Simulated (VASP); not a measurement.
# TiS2 (P-3m1) in VASP: settings compared, part 2 of 2

VASP 6.6.1. The steps go on from the part before.

### 3 Relaxation of cell and atoms, r2SCAN

This run uses another cell than the first one, of 20.25 Å³/atom, 1.058 times its volume.

File INCAR:

```
ALGO     = Normal         # electronic algorithm
EDIFF    = 1E-7           # SCF threshold, eV
EDIFFG   = -0.005         # ionic threshold
ENCUT    = 600            # plane-wave cutoff, eV
IBRION   = 2              # ionic algorithm
ISIF     = 3              # what is computed and relaxed
ISMEAR   = 1              # smearing method
LASPH    = True           # aspherical terms in the spheres
LCHARG   = False          # write CHGCAR
LMIXTAU  = True         
LREAL    = False          # projectors in reciprocal space
LWAVE    = False          # write WAVECAR
METAGGA  = R2SCAN         # meta-GGA
NELM     = 80             # most SCF steps
NSW      = 90             # ionic steps
PREC     = Accurate       # precision mode
SIGMA    = 0.1            # smearing width, eV
```

File KPOINTS:

```
k-points
0
Gamma
  12 12 7
```

File POSCAR:

```
TiS2                                    
1.0
    3.4272770909     -0.0000000000      0.0000000000
   -1.7136385455      2.9681090265     -0.0000000000
    0.0000000000     -0.0000000000      5.9709495547
  Ti              S             
     1     2
Direct
     0.0000000000000000    0.0000000000000000    0.0000000000000000
     0.3333333332999970    0.6666666667000030    0.2346944220591956
     0.6666666667000030    0.3333333332999970    0.7653055779408044
```

Potentials or basis: VASP PAW PBE potentials, release 64 (Ti_sv, S).

Launch:

```bash
cat potpaw_PBE.64/Ti_sv/POTCAR potpaw_PBE.64/S/POTCAR > POTCAR
mpirun -np 1 vasp_std > vasp.out
```

OUTCAR:

```text
EDIFF = 1E-7
   EDIFFG = -0.005
   ENCUT = 600
   IBRION = 2
   ISIF = 3
   ISMEAR = 1
   LASPH = True
   LREAL = False
   METAGGA = R2SCAN
   NELM = 80
   NSW = 90
   PREC = Accurate

 ion  position               nearest neighbor table
   1  0.000  0.000  0.000-   2 2.42   3 2.42   3 2.42   2 2.42   3 2.42   2 2.42
   2  0.333  0.667  0.235-   1 2.42   1 2.42   1 2.42
   3  0.667  0.333  0.765-   1 2.42   1 2.42   1 2.42

  LATTYP: Found a hexagonal cell.
 ALAT       =     3.4272770909
 C/A-ratio  =     1.7421846546

  Lattice vectors:

[... 698 lines left out ...]
  Direction    XX          YY          ZZ          XY          YZ          ZX
  --------------------------------------------------------------------------------------
  -------------------------------------------------------------------------------------
  Total       -0.0050337     -0.0050337     -0.0091918      0.0000000      0.0000000      0.0000000
  in kB       -0.1327621     -0.1327621     -0.2424301      0.0000000      0.0000000      0.0000000
  external PRESSURE =      -0.1693181 kB  Pullay stress =       0.0000000 kB

 VOLUME and BASIS-vectors are now :
 -----------------------------------------------------------------------------
  energy-cutoff  :      600.00
  volume of cell :       60.75
      direct lattice vectors                 reciprocal lattice vectors
     3.427420292 -0.000000000  0.000000000     0.291764626  0.168450385 -0.000000000
    -1.713710146  2.968233043 -0.000000000     0.000000000  0.336900771 -0.000000000
     0.000000000  0.000000000  5.971145816    -0.000000000 -0.000000000  0.167472045

 POSITION                                       TOTAL-FORCE (eV/Angst)
 -----------------------------------------------------------------------------------
      0.00000     -0.00000      0.00000         0.000000      0.000000      0.000000
     -0.00000      1.97882      1.40165        -0.000000      0.000000      0.000504
      1.71371      0.98941      4.56949         0.000000     -0.000000     -0.000504
 -----------------------------------------------------------------------------------
    total drift:                               -0.000000      0.000000     -0.000000

  FREE ENERGIE OF THE ION-ELECTRON SYSTEM (eV)
  ---------------------------------------------------
  free  energy   TOTEN  =       -33.4903101086 eV

  energy  without entropy=      -33.4905790697  energy(sigma->0) =      -33.49039976

 reached required accuracy - stopping structural energy minimisation
```

CONTCAR:

```text
TiS2
   1.00000000000000
     3.4274202923509107   -0.0000000000000024    0.0000000000000000
    -1.7137101462254596    2.9682330425943455   -0.0000000000000000
     0.0000000000000000    0.0000000000000000    5.9711458163944169
  Ti              S
     1     2
Direct
     0.0000000000000000    0.0000000000000000    0.0000000000000000
     0.3333333332999970    0.6666666667000030    0.2347378541420901
     0.6666666667000030    0.3333333332999970    0.7652621458579099

  0.00000000E+00  0.00000000E+00  0.00000000E+00
  0.00000000E+00  0.00000000E+00  0.00000000E+00
  0.00000000E+00  0.00000000E+00  0.00000000E+00
```

Wall time 6.1 min (1 thread of Intel Xeon 6975P-C (Granite Rapids), shared host); peak memory 0.3 GiB.

Results:

| Quantity | Value |
| --- | --- |
| Free energy | -33.4903 eV |
| Relaxed volume | 20.25 Å³/atom |
| Relaxed cell | a = 3.427 Å, b = 3.427 Å, c = 5.971 Å, α = 90.00°, β = 90.00°, γ = 120.00° |
| Space group after relaxing (to 0.05 Å) | P-3m1 (No. 164) |
| Energy gained by relaxing | 0.0 meV/atom |
| Ionic steps | 2 |
| Pressure after relaxing | 0.0 GPa |
| Band gap on the k mesh | 0.26 eV, indirect (least direct gap 0.66 eV) |

Final structure:
```
Ti S
1.0
     3.42742    0.00000    0.00000
    -1.71371    2.96823    0.00000
     0.00000    0.00000    5.97115
Ti S
1 2
Direct
  0.00000 0.00000 0.00000
  0.33333 0.66667 0.23474
  0.66667 0.33333 0.76526
```

Caveat: the PAW data sets were made with another functional, which shifts forces and pressure a little; an odd mesh through Γ misses points on the zone boundary, where band edges often lie.

### 4 Relaxation of cell and atoms, PBE+D3(BJ)

File INCAR:

```
SYSTEM = TiS2
ALGO = Normal
EDIFF = 1E-6
EDIFFG = -0.01
ENCUT = 600
GGA = PE
IBRION = 2
ISIF = 3
ISMEAR = 1
IVDW = 12
LASPH = .True.
LCHARG = .False.
LREAL = .False.
LWAVE = .False.
NELM = 80
NSW = 90
PREC = Accurate
SIGMA = 0.1
```

File KPOINTS:

```
k-points
0
Gamma
  12 12 7
  0 0 0
```

File POSCAR:

```
TiS2
1.0
    3.4120000000      0.0000000000      0.0000000000
   -1.7060000000      2.9548786777      0.0000000000
    0.0000000000      0.0000000000      5.6950000000
Ti S
1 2
Direct
    0.0000000000      0.0000000000      0.0000000000
    0.3333333333      0.6666666667      0.2500000000
    0.6666666667      0.3333333333      0.7500000000
```

Potentials or basis: VASP PAW PBE potentials, release 64 (Ti_sv, S).

Launch:

```bash
cat potpaw_PBE.64/Ti_sv/POTCAR potpaw_PBE.64/S/POTCAR > POTCAR
mpirun -np 1 vasp_std > vasp.out
```

OUTCAR:

```text
SYSTEM = TiS2
   EDIFF = 1E-6
   EDIFFG = -0.01
   ENCUT = 600
   GGA = PE
   IBRION = 2
   ISIF = 3
   ISMEAR = 1
   IVDW = 12
   LASPH = .True.
   LREAL = .False.
   NELM = 80
   NSW = 90
   PREC = Accurate
 IVDW          = 12

 ion  position               nearest neighbor table
   1  0.000  0.000  0.000-   2 2.43   3 2.43   2 2.43   3 2.43   3 2.43   2 2.43
   2  0.333  0.667  0.250-   1 2.43   1 2.43   1 2.43
   3  0.667  0.333  0.750-   1 2.43   1 2.43   1 2.43

  LATTYP: Found a hexagonal cell.
 ALAT       =     3.4120000000
 C/A-ratio  =     1.6691090270

  Lattice vectors:

 A1 = (   3.4120000000,   0.0000000000,   0.0000000000)
 A2 = (  -1.7060000000,   2.9548786777,   0.0000000000)
 A3 = (   0.0000000000,   0.0000000000,   5.6950000000)

Analysis of symmetry for initial positions (statically):
=====================================================================
 Subroutine PRICEL returns:
 Original cell was already a primitive cell.

[... 379 lines left out ...]

 number of electron      24.0000001 magnetization

 Free energy of the ion-electron system (eV)
  ---------------------------------------------------
  ext. energy  EPLUGINS =         0.00000000
  ---------------------------------------------------
  free energy    TOTEN  =       -19.87683442 eV

  energy without entropy =      -19.87716125  energy(sigma->0) =      -19.87694337

 E-fermi :   6.1612     XC(G=0): -10.4418

 val. band max:        6.1590409508   @ k =   0.0000   0.0000   0.2857
 cond. band min:       6.2155566688   @ k =   0.4167   0.0000   0.4286
 fundamental gap:      0.0565157179
 Fermi energy:         6.1612057043

 k-point     1 :       0.0000    0.0000    0.0000
  band No.  band energies     occupation
      1     -51.3898      2.00000
      2     -27.6248      2.00000
      3     -27.5739      2.00000
      4     -27.5739      2.00000
      5      -7.8769      2.00000
      6      -5.9733      2.00000
[... 433 lines left out ...]
      3     -27.6120      2.00000
      4     -27.5825      2.00000
      5      -7.4823      2.00000
      6      -6.0015      2.00000
[... 8 lines left out ...]
     15       7.8047     -0.00000
     16       9.4236      0.00000

 [... further k-points ...]

------------------------ aborting loop because EDIFF is reached ----------------------------------------

 Edisp (eV)   -1.23035

 E8    (eV) :    -0.4988
[... 26 lines left out ...]
  FREE ENERGIE OF THE ION-ELECTRON SYSTEM (eV)
  ---------------------------------------------------
  free  energy   TOTEN  =       -21.1071882101 eV

  energy  without entropy=      -21.1075150335  energy(sigma->0) =      -21.10729715

 reached required accuracy - stopping structural energy minimisation
```

OSZICAR:

```text
N       E                     dE             d eps       ncg     rms          rms(c)
DAV:   1     0.220839714206E+03    0.22084E+03   -0.12902E+04  3584   0.167E+03
DAV:   2    -0.560231769055E+00   -0.22140E+03   -0.21938E+03  3944   0.405E+02
DAV:   3    -0.230639108472E+02   -0.22504E+02   -0.21648E+02  5552   0.114E+02
[... 155 lines left out ...]
DAV:   4    -0.198767716282E+02    0.25928E-03   -0.20696E-03  3688   0.426E-01    0.421E-02
DAV:   5    -0.198768030003E+02   -0.31372E-04   -0.17419E-04  4680   0.903E-02    0.329E-02
DAV:   6    -0.198768254622E+02   -0.22462E-04   -0.43142E-05  5944   0.382E-02    0.187E-02
DAV:   7    -0.198768338450E+02   -0.83828E-05   -0.18483E-05  4848   0.254E-02    0.610E-03
DAV:   8    -0.198768344243E+02   -0.57929E-06   -0.77064E-06  4464   0.148E-02
  15 F= -.21107188E+02 E0= -.21107297E+02  d E =-.372236E-04
```

Run time: 9.1 min. Hardware: 1 thread of Intel Xeon 6975P-C (Granite Rapids), shared host; peak memory 0.28 GiB.

Results:

```
Free energy                            : -21.1072 eV
Relaxed volume                         : 17.98 Å³/atom
Relaxed cell                           : a = 3.358 Å, b = 3.358 Å, c = 5.523 Å, α = 90.00°, β = 90.00°, γ = 120.00°
Space group after relaxing (to 0.05 Å) : P-3m1 (No. 164)
Energy gained by relaxing              : 8.8 meV/atom
Ionic steps                            : 15
Pressure after relaxing                : 0.0 GPa
Largest force after relaxing           : 0.003 eV/Å
Band gap on the k mesh                 : none (metal or under the smearing width)
Dispersion energy per atom             : -0.410 eV
```

Forces on the atoms (eV/Å):
```
Ti   0.000  0.000  0.000
S    0.000  0.000  0.003
S    0.000  0.000 -0.003
```

Step by step:
| step | energy change (eV) | largest force (eV/Å) | pressure (GPa) | volume (Å³) |
| --- | --- | --- | --- | --- |
| 1 | 0.0000 | 0.1233 | -2.93 | 57.42 |
| 2 | -0.0037 | 0.5324 | 2.64 | 54.55 |
| 3 | -0.0154 | 0.2172 | -0.09 | 55.86 |
| 4 | -0.0193 | 0.1409 | -0.11 | 55.53 |
| 5 | -0.0210 | 0.0305 | -0.11 | 55.08 |
| 6 | -0.0210 | 0.0440 | -0.07 | 55.13 |
| 7 | -0.0225 | 0.0354 | -0.13 | 54.96 |
| 8 | -0.0256 | 0.0056 | -0.20 | 54.43 |
| 9 | -0.0238 | 0.0691 | -0.17 | 53.36 |
| 10 | -0.0264 | 0.0099 | -0.10 | 54.08 |
| 11 | -0.0264 | 0.0118 | -0.16 | 54.05 |
| 12 | -0.0259 | 0.0375 | -0.16 | 53.71 |
| 13 | -0.0264 | 0.0131 | -0.13 | 54.02 |
| 14 | -0.0261 | 0.0621 | 0.48 | 53.71 |
| 15 | -0.0265 | 0.0034 | 0.01 | 53.95 |

Final structure:
```
Ti S
1.0
     3.35846    0.00000    0.00000
    -1.67923    2.90851    0.00000
     0.00000    0.00000    5.52309
Ti S
1 2
Direct
  0.00000 0.00000 0.00000
  0.33333 0.66667 0.25877
  0.66667 0.33333 0.74123
```

Caveat: pairwise dispersion overbinds metals, which lowers pressure and volume.
